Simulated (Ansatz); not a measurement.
## Transmission past a defect: Au wire along [110], 4 atoms a period, NO placed on top of one Au

What does the defect do to the conductance?

Method: DFT PBE, plane waves, PAW; relaxation of a wire's period, in the first sound run; inputs show where later runs differ, in Ansatz 0.2.0.

## (1) Set-up

The cell holds 4 atoms: 4 Au. Cell: a = 8.880 Å, b = 11.212 Å, c = 2.942 Å, α = 90.0°, β = 90.0°, γ = 90.0°. Vacuum lies along a and b. The structure's axis is c.

## (2) The relaxed wire

Band widths follow the bond lengths, so the wire is relaxed first. The atoms and the third cell vector are free; the box across stays fixed as vacuum. A Fermi-Dirac smearing is set since the result may be a metal. The pressure printed is a third of the stress's trace over the whole box, vacuum included; only the stress along the axis is relaxed.

input.yaml reads:

```yaml
crystal:
  lattice:
    - [8.88, 0.0, 0.0]
    - [0.0, 11.212, 0.0]
    - [0.0, 0.0, 2.9415642097]
  atoms:
    - { symbol: Au, position: [0.382882883, 0.696784366, 0.0] }
    - { symbol: Au, position: [0.382882883, 0.434425803, 0.0] }
    - { symbol: Au, position: [0.617117117, 0.303246522, 0.5] }
    - { symbol: Au, position: [0.617117117, 0.565605085, 0.5] }
kpoints:
  mp_grid: { grid: [1, 1, 28] }
scf:
  occupations: { method: fermi_dirac, width: 0.05 }
hamiltonian:
  xc: pbe
relax:
  cell: { fix: [a, b, alpha, beta, gamma] }
  max_steps: 60
```

On the command line:

```
$ ansatz run input.yaml --threads 4 --pin off --max-ram 16384MiB --backend cpu --events-out ev --progress --plain --runs-dir out
```

Numbers of over 12 decimals in the logs are rounded to 6 here.

The program printed:

```text
Engine: ansatz 0.2.0, aarch64-unknown-linux-gnu
Pseudopotentials: kind: paw
Pseudopotential: Au, paw, valence charge 19, recommended cutoff 420 eV (normal), Au.paw.azcp
Functional definition: PBE
  parameter kappa = 0.804
  parameter beta = 0.066725
  exchange = pbe_x(kappa = kappa, mu = beta*pi^2/3)
  correlation = pbe_c(beta = beta)
Crystal: 4 atoms, lattice volume = 292.870 Å³
Basis set: ecut = 420 eV, 5669 PW (Γ), exchange–correlation on 120×150×40 points (8 copies of the dense FFT grid, shifted against one another)
Bands: 46, of which v1, the nominal top of the filled ones, is band 38 counted from 1 (37 counted from 0)
Symmetry: 4 space group operations
Space group: P21/m (ITA 11), of the structure as read, at distance tolerance 6.6e-5 Å
k-points: 15 of 28
Non-local potential: Au, projectors of the file, l = 0: 3, l = 1: 2, l = 2: 2, l = 3: 1
PAW form: soft (Blöchl's): semilocal exchange-correlation on the pseudo side does not see the compensation charge
PAW one-centre angular grid: Au, 590 points (default); XC on 64 Gauss nodes
Initial density: superposition of atomic densities (neutral atoms: chi_scale 0, normalization atom), corrected by the library's trained network
Initial wavefunctions: pseudopotential atomic-orbital guess
Functional: x = pbe(κ = 0.804, μ = 0.219515), c = pbe(β = 0.066725)
SCF iter   1: F=—  HF=-52593.744386 eV  |F-HF|=—  |Δ(HF+E_count)|=         —  Δρ=2.39e-3  dr2=3.81e-2  ethr=1.77e-3  ⟨swp⟩=7.1  Hψ=2851  notcnv=0  defer=3
preconditioner: auto → LDOS  [metal: Δε(μ)=0.033 eV  Ē_g=6.769 eV  σ=0.050 eV  W_gap=0.16  n_scr=34 (ndim 8)  ℏωp=14.4 eV  f_vac=0.614  D(μ)=2.70/eV (n_scr^D=10)  β→1.0]
SCF iter   2: F=—  HF=-52593.745154 eV  |F-HF|=—  |Δ(HF+E_count)|=   7.68e-4  Δρ=1.73e-3  dr2=1.51e-2  ethr=5.01e-5  ⟨swp⟩=2.5  Hψ=1248  notcnv=0  defer=20
SCF iter   3: F=—  HF=-52593.742986 eV  |F-HF|=—  |Δ(HF+E_count)|=   2.17e-3  Δρ=6.46e-4  dr2=3.56e-3  ethr=1.99e-5  ⟨swp⟩=2.1  Hψ=1125  notcnv=0  defer=20
SCF iter   4: F=—  HF=-52593.742275 eV  |F-HF|=—  |Δ(HF+E_count)|=   7.11e-4  Δρ=2.26e-4  dr2=4.26e-4  ethr=4.69e-6  ⟨swp⟩=2.0  Hψ=1043  notcnv=0  defer=20
SCF iter   5: F=—  HF=-52593.742193 eV  |F-HF|=—  |Δ(HF+E_count)|=   8.18e-5  Δρ=7.75e-5  dr2=3.96e-5  ethr=5.60e-7  ⟨swp⟩=2.0  Hψ=1039  notcnv=0  defer=20
SCF iter   6: F=—  HF=-52593.741887 eV  |F-HF|=—  |Δ(HF+E_count)|=   3.06e-4  Δρ=2.39e-5  dr2=2.08e-6  ethr=5.21e-8  ⟨swp⟩=2.0  Hψ=1009  notcnv=0  defer=20
SCF iter   7: F=—  HF=-52593.741888 eV  |F-HF|=—  |Δ(HF+E_count)|=   4.76e-7  Δρ=1.33e-5  dr2=6.59e-7  ethr=2.74e-9  ⟨swp⟩=2.0  Hψ=1007  notcnv=0  defer=20
SCF iter   8: F=-52593.741888 eV  HF=-52593.741888 eV  |F-HF|=1.89e-8  |Δ(HF+E_count)|=   1.25e-7  Δρ=3.12e-6  dr2=5.31e-8  ethr=1.32e-10  ⟨swp⟩=3.4  Hψ=2881  notcnv=0
SCF 1 converged in 8 iterations: F = -52593.741888 eV  dr2 = 5.31e-8
  greatest PAW one-centre occupation: 1.000 electrons in one spin orbital (limit 2), on the Au atom at site 3 (counted from 0), in its partial waves of l = 0
relax step   1: F+E_penalty+E_count = -52593.74188753 eV  Δ(F+E_penalty+E_count) = +0.000e0 eV  max|allowed force component| = 7.012e-1 eV/Å  Δτ_max = 0.0000 Å  P = -2.475 GPa  Ω = 292.870 Å³  fix = [a, b, alpha, beta, gamma]  reactions: a -1.108, b -1.753 GPa; gamma -0.646 GPa/rad  (8 SCF iters, dr2 threshold 1.00e-7 eV, accepted)
Crystal: 4 atoms, lattice volume = 278.524 Å³
Basis set: ecut = 420 eV, 5481 PW (Γ), exchange–correlation on 120×150×40 points (8 copies of the dense FFT grid, shifted against one another)
Initial density: handed on by an earlier stage of this run
Initial wavefunctions: those handed on with the density
iter 1 solved again at ethr=1.22e-4 eV; its pass at ethr=3.10e-3 eV (dr2=9.24e-2 eV) is discarded
SCF iter   1: F=—  HF=-52594.133905 eV  |F-HF|=—  |Δ(HF+E_count)|=         —  Δρ=5.45e-3  dr2=9.37e-2  ethr=1.22e-4  ⟨swp⟩=1.8  Hψ=3688  notcnv=0
preconditioner: auto → LDOS  [metal: Δε(μ)=0.037 eV  Ē_g=7.269 eV  σ=0.050 eV  W_gap=0.18  n_scr=36 (ndim 8)  ℏωp=14.8 eV  f_vac=0.629  D(μ)=3.00/eV (n_scr^D=14)  β→1.0]
SCF iter   2: F=—  HF=-52594.137750 eV  |F-HF|=—  |Δ(HF+E_count)|=   3.85e-3  Δρ=5.07e-3  dr2=1.08e-1  ethr=1.22e-4  ⟨swp⟩=3.5  Hψ=1475  notcnv=0
SCF iter   3: F=—  HF=-52594.112865 eV  |F-HF|=—  |Δ(HF+E_count)|=   2.49e-2  Δρ=6.16e-4  dr2=9.97e-4  ethr=1.22e-4  ⟨swp⟩=2.5  Hψ=1181  notcnv=0  defer=6
SCF iter   4: F=—  HF=-52594.112873 eV  |F-HF|=—  |Δ(HF+E_count)|=   8.15e-6  Δρ=2.77e-4  dr2=2.89e-4  ethr=1.31e-6  ⟨swp⟩=2.1  Hψ=1400  notcnv=0  defer=11
SCF iter   5: F=—  HF=-52594.112640 eV  |F-HF|=—  |Δ(HF+E_count)|=   2.33e-4  Δρ=8.18e-5  dr2=2.86e-5  ethr=3.81e-7  ⟨swp⟩=2.0  Hψ=1006  notcnv=0  defer=11
SCF iter   6: F=—  HF=-52594.112643 eV  |F-HF|=—  |Δ(HF+E_count)|=   3.58e-6  Δρ=3.55e-5  dr2=5.72e-6  ethr=3.77e-8  ⟨swp⟩=2.0  Hψ=1011  notcnv=0  defer=11
SCF iter   7: F=—  HF=-52594.112643 eV  |F-HF|=—  |Δ(HF+E_count)|=   4.40e-7  Δρ=1.17e-5  dr2=4.91e-7  ethr=7.52e-9  ⟨swp⟩=2.0  Hψ=1007  notcnv=0  defer=11
SCF iter   8: F=-52594.112643 eV  HF=-52594.112643 eV  |F-HF|=2.14e-8  |Δ(HF+E_count)|=   3.53e-9  Δρ=3.97e-6  dr2=4.32e-8  ethr=5.26e-10  ⟨swp⟩=5.0  Hψ=2512  notcnv=0
SCF 2 converged in 8 iterations: F = -52594.112643 eV  dr2 = 4.32e-8
relax step   2: F+E_penalty+E_count = -52594.11264278 eV  Δ(F+E_penalty+E_count) = -3.708e-1 eV  max|allowed force component| = 6.808e-1 eV/Å  Δτ_max = 0.1519 Å  P = +0.338 GPa  Ω = 278.524 Å³  energy of the carried Pulay correction = +1.171e-3 eV  fix = [a, b, alpha, beta, gamma]  reactions: a +1.151, b +0.889 GPa; gamma +0.043 GPa/rad  (8 SCF iters, dr2 threshold 4.00e-7 eV, accepted)
Crystal: 4 atoms, lattice volume = 271.461 Å³
Basis set: ecut = 420 eV, 5357 PW (Γ), exchange–correlation on 120×150×40 points (8 copies of the dense FFT grid, shifted against one another)
iter 1 solved again at ethr=2.79e-5 eV; its pass at ethr=3.10e-3 eV (dr2=2.12e-2 eV) is discarded
SCF iter   1: F=—  HF=-52594.234872 eV  |F-HF|=—  |Δ(HF+E_count)|=         —  Δρ=3.10e-3  dr2=1.98e-2  ethr=2.79e-5  ⟨swp⟩=2.4  Hψ=3429  notcnv=0
preconditioner: auto → LDOS  [metal: Δε(μ)=0.104 eV  Ē_g=7.405 eV  σ=0.050 eV  W_gap=0.48  n_scr=40 (ndim 8)  ℏωp=14.9 eV  f_vac=0.621  D(μ)=2.06/eV (n_scr^D=10)  β→1.0]
SCF iter   2: F=—  HF=-52594.234564 eV  |F-HF|=—  |Δ(HF+E_count)|=   3.08e-4  Δρ=2.08e-3  dr2=1.60e-2  ethr=2.60e-5  ⟨swp⟩=2.1  Hψ=1313  notcnv=0
SCF iter   3: F=—  HF=-52594.229971 eV  |F-HF|=—  |Δ(HF+E_count)|=   4.59e-3  Δρ=5.01e-4  dr2=8.23e-4  ethr=2.11e-5  ⟨swp⟩=2.1  Hψ=1141  notcnv=0
SCF iter   4: F=—  HF=-52594.229752 eV  |F-HF|=—  |Δ(HF+E_count)|=   2.20e-4  Δρ=9.40e-5  dr2=5.26e-5  ethr=1.08e-6  ⟨swp⟩=2.0  Hψ=1120  notcnv=0
SCF iter   5: F=—  HF=-52594.229582 eV  |F-HF|=—  |Δ(HF+E_count)|=   1.70e-4  Δρ=3.98e-5  dr2=9.10e-6  ethr=6.92e-8  ⟨swp⟩=2.0  Hψ=985  notcnv=0
SCF iter   6: F=—  HF=-52594.229581 eV  |F-HF|=—  |Δ(HF+E_count)|=   1.03e-6  Δρ=1.83e-5  dr2=1.44e-6  ethr=1.20e-8  ⟨swp⟩=2.0  Hψ=1014  notcnv=0
SCF iter   7: F=-52594.229580 eV  HF=-52594.229581 eV  |F-HF|=1.50e-7  |Δ(HF+E_count)|=   4.42e-8  Δρ=5.60e-6  dr2=2.45e-7  ethr=5.26e-10  ⟨swp⟩=5.1  Hψ=2557  notcnv=0
SCF 3 converged in 7 iterations: F = -52594.229580 eV  dr2 = 2.45e-7
relax step   3: F+E_penalty+E_count = -52594.22958047 eV  Δ(F+E_penalty+E_count) = -1.169e-1 eV  max|allowed force component| = 2.221e-1 eV/Å  Δτ_max = 0.0802 Å  P = +0.134 GPa  Ω = 271.461 Å³  energy of the carried Pulay correction = +1.770e-3 eV  fix = [a, b, alpha, beta, gamma]  reactions: a +0.482, b +0.364 GPa; gamma +0.015 GPa/rad  (7 SCF iters, dr2 threshold 4.00e-7 eV, accepted)
[...]
relax step   4: F+E_penalty+E_count = -52594.24504456 eV  Δ(F+E_penalty+E_count) = -1.546e-2 eV  max|allowed force component| = 2.110e-2 eV/Å  Δτ_max = 0.0862 Å  P = +0.030 GPa  Ω = 269.791 Å³  energy of the carried Pulay correction = +1.914e-3 eV  fix = [a, b, alpha, beta, gamma]  reactions: a +0.166, b +0.076 GPa; gamma +0.028 GPa/rad  (7 SCF iters, dr2 threshold 4.00e-7 eV, accepted)
[...]
relax step   5: F+E_penalty+E_count = -52594.24526532 eV  Δ(F+E_penalty+E_count) = -2.208e-4 eV  max|allowed force component| = 2.681e-2 eV/Å  Δτ_max = 0.0174 Å  P = +0.069 GPa  Ω = 268.668 Å³  energy of the carried Pulay correction = +2.011e-3 eV  fix = [a, b, alpha, beta, gamma]  reactions: a +0.057, b +0.003 GPa; gamma -0.018 GPa/rad  (7 SCF iters, dr2 threshold 5.88e-8 eV, accepted)
[...]
relax step   6: F+E_penalty+E_count = -52594.24568232 eV  Δ(F+E_penalty+E_count) = -4.170e-4 eV  max|allowed force component| = 6.339e-3 eV/Å  Δτ_max = 0.0187 Å  P = +0.051 GPa  Ω = 269.220 Å³  energy of the carried Pulay correction = +1.963e-3 eV  fix = [a, b, alpha, beta, gamma]  reactions: a +0.115, b +0.048 GPa; gamma -0.005 GPa/rad  (7 SCF iters, dr2 threshold 5.45e-8 eV, accepted)
Initial wavefunctions: pseudopotential atomic-orbital guess (no wavefunctions were taken with the density)
iter 1 solved again at ethr=7.35e-7 eV; its pass at ethr=3.10e-3 eV (dr2=5.59e-4 eV) is discarded
SCF iter   1: F=—  HF=-52594.243681 eV  |F-HF|=—  |Δ(HF+E_count)|=         —  Δρ=1.35e-4  dr2=7.48e-6  ethr=7.35e-7  ⟨swp⟩=3.3  Hψ=4692  notcnv=0
preconditioner: auto → LDOS  [metal: Δε(μ)=0.006 eV  Ē_g=7.422 eV  σ=0.050 eV  W_gap=0.03  n_scr=40 (ndim 8)  ℏωp=15.0 eV  f_vac=0.617  D(μ)=2.20/eV (n_scr^D=10)  β→1.0]
SCF iter   2: F=—  HF=-52594.243694 eV  |F-HF|=—  |Δ(HF+E_count)|=   1.27e-5  Δρ=3.03e-5  dr2=1.54e-6  ethr=9.84e-9  ⟨swp⟩=2.1  Hψ=1263  notcnv=0
SCF iter   3: F=—  HF=-52594.243453 eV  |F-HF|=—  |Δ(HF+E_count)|=   2.41e-4  Δρ=1.62e-5  dr2=6.96e-7  ethr=2.03e-9  ⟨swp⟩=2.0  Hψ=1262  notcnv=0
SCF iter   4: F=—  HF=-52594.243452 eV  |F-HF|=—  |Δ(HF+E_count)|=   1.87e-7  Δρ=4.27e-6  dr2=4.58e-8  ethr=9.15e-10  ⟨swp⟩=2.0  Hψ=1000  notcnv=0
SCF iter   5: F=—  HF=-52594.243452 eV  |F-HF|=—  |Δ(HF+E_count)|=   1.17e-8  Δρ=1.15e-6  dr2=8.99e-9  ethr=6.03e-11  ⟨swp⟩=2.5  Hψ=1241  notcnv=0
SCF iter   6: F=—  HF=-52594.243452 eV  |F-HF|=—  |Δ(HF+E_count)|=   2.13e-9  Δρ=2.86e-7  dr2=2.17e-10  ethr=1.18e-11  ⟨swp⟩=2.1  Hψ=1021  notcnv=0
SCF iter   7: F=-52594.243452 eV  HF=-52594.243452 eV  |F-HF|=3.64e-11  |Δ(HF+E_count)|=    0.00e0  Δρ=7.82e-8  dr2=2.49e-11  ethr=1.00e-12  ⟨swp⟩=5.3  Hψ=2699  notcnv=0
SCF 7 converged in 7 iterations: F = -52594.243452 eV  dr2 = 2.49e-11
relax step   7: F+E_penalty+E_count = -52594.24345234 eV  Δ(F+E_penalty+E_count) = +2.230e-3 eV  max|allowed force component| = 6.227e-3 eV/Å  Δτ_max = 0.0000 Å  P = +0.052 GPa  Ω = 269.220 Å³  fix = [a, b, alpha, beta, gamma]  reactions: a +0.117, b +0.049 GPa; gamma -0.004 GPa/rad  stress off target by 1.01e-2 GPa on what of the cell is left free  SCF on the basis re-selected at this cell (its energy is not comparable with the rows above)  (7 SCF iters)
basis re-selected at this cell: Δ(F+E_penalty+E_count) = +2.230e-3 eV, ΔP = +0.001 GPa vs the last step (what re-selecting the basis moved, of the pressure what is left beyond the Pulay correction that the steps carried, after the strain that the cell walked since its last selection, with what the two solves' SCF thresholds leave and, on support functions, any second-order correction that the steps lacked; it is no m [...]
SCF converged after 7 iterations
Free energy (F): -52594.243452 eV
Harris-Foulkes:  -52594.243452 eV  (|F-HF|=3.64e-11)
Internal energy: -52594.226462 eV  (E = F + TS)
E sigma→0 (E₀):  -52594.234957 eV
Entropy (-TS):   -0.016990 eV (-4.248 meV/atom)
Fermi energy:    1.229814 eV
--- Per-component energies (eV) ---
  E_band       = -2220.685413
  E_kinetic    = 2420.328427
  E_local      = -30404.877549  (includes V_loc(G=0)·N_el)
  E_nonlocal   = 298.801354
  E_hartree    = 14005.222044
  E_xc         = -907.280679
  E_vxc        = -1093.815982  (∫ρ·V_xc dr)
  E_paw        = -38829.548493  (= ΣΔE_a)
  E_vpaw       = -1451.571903  (= ΣTr[D̂ρ^β])
  E_aug_tail   = 0.005693  (compensation charges beyond the density's cutoff)
  E_ewald      = 823.122740
  E_smearing   = -0.016990  (= −TS)
  E_closure    = 0.000000  (closes the sum)
  Σ components = -52594.243452   (vs F -52594.243452, Δ=0.00e0)
--- Forces (eV/Å), atoms counted from 1 ---
  atom   1  Au    -0.00065317     0.00202156     0.00000000
  atom   2  Au    -0.00338593    -0.00622735     0.00000000
  atom   3  Au     0.00065317    -0.00202156     0.00000000
  atom   4  Au     0.00338593     0.00622735     0.00000000
  max |Σ_I F_I| component: 4.34e-19 eV/Å
--- Stress (GPa, compression-positive) ---
        0.116608       0.004206       0.000000
        0.004206       0.048825       0.000000
        0.000000       0.000000      -0.010105
  P = ⅓ Tr σ = 0.0518 GPa (0.518 kbar)
--- Relaxed structure (6 steps of the walk, 6 accepted, 1 SCFs on fresh bases) ---
  F+E_penalty+E_count = -52594.24345234 eV   max|allowed force component| = 6.227e-3 eV/Å   (the final SCF, on the basis selected at the relaxed cell)
  cell:  # Å, volume = 269.2200 Å³
    - [8.88, 0, 0.0]
    - [0, 11.212, 0.0]
    - [0.0, 0.0, 2.704028]
  atoms:
    - { symbol: Au, position: [0.386951, 0.681461, 0.0] }
    - { symbol: Au, position: [0.372070, 0.431110, 0.0] }
    - { symbol: Au, position: [0.613049, 0.318569, 0.500000] }
    - { symbol: Au, position: [0.627930, 0.568921, 0.500000] }
```

It took 14 s on 4 threads of Arm Neoverse V2, shared host; peak memory 0.66 GiB; 53 s of CPU time.

The steps of the relaxation:

| step | energy less that of the first step (eV) | largest force component (eV/Å) | pressure (GPa) | volume (Å³) |
| --- | --- | --- | --- | --- |
| 1 | 0.0000 | 0.7012 | -2.48 | 292.87 |
| 2 | -0.3708 | 0.6808 | 0.34 | 278.52 |
| 3 | -0.4877 | 0.2221 | 0.13 | 271.46 |
| 4 | -0.5032 | 0.0211 | 0.03 | 269.79 |
| 5 | -0.5034 | 0.0268 | 0.07 | 268.67 |
| 6 | -0.5038 | 0.0063 | 0.05 | 269.22 |
| 7* | -0.5016 | 0.0062 | 0.05 | 269.22 |

Relaxation steps marked * repeat the geometry before them on a plane-wave basis chosen anew for their cell, so energy and pressure can jump there.

Forces are held to the 4 operations that the run works with; a distortion that breaks them can't arise in this run.

| cell as run | before | after | change |
| --- | --- | --- | --- |
| c (Å) | 2.942 | 2.704 | -8.1 % |

The atoms that moved most (Å, along periodic axes as changes of fractional coordinates times the final cell, across vacuum about the mean position):

| atom | dx | dy | dz | length |
| --- | --- | --- | --- | --- |
| Au3 | -0.036 | 0.172 | 0.000 | 0.176 |
| Au1 | 0.036 | -0.172 | 0.000 | 0.176 |
| Au2 | -0.096 | -0.037 | 0.000 | 0.103 |
| Au4 | 0.096 | 0.037 | 0.000 | 0.103 |

Final coordinates:

```xyz
4
Lattice="8.8800 0.0000 0.0000 0.0000 11.2120 0.0000 0.0000 0.0000 2.7040" Properties=species:S:1:pos:R:3
Au    3.4361    7.6405    0.0000
Au    3.3040    4.8336    0.0000
Au    5.4439    3.5718    1.3520
Au    5.5760    6.3787    1.3520
```

Numbers from this step:

```
energy at zero smearing    : -52594.2350 eV
cell length along the wire : 2.704 Å
```

The cell's length comes to 2.704 Å with spin left out.

(Continued in part 2 of 4.)

[Logs are printed without paths, hosts, clocks, repeated set-up lines and the standing remarks that a program may print on its own settings, such as how far it seeks lower states.]

[Hosts, paths, dates, database ids (printed as entryN), source tags and the programs' standing remarks are cut or masked in the printed files.]
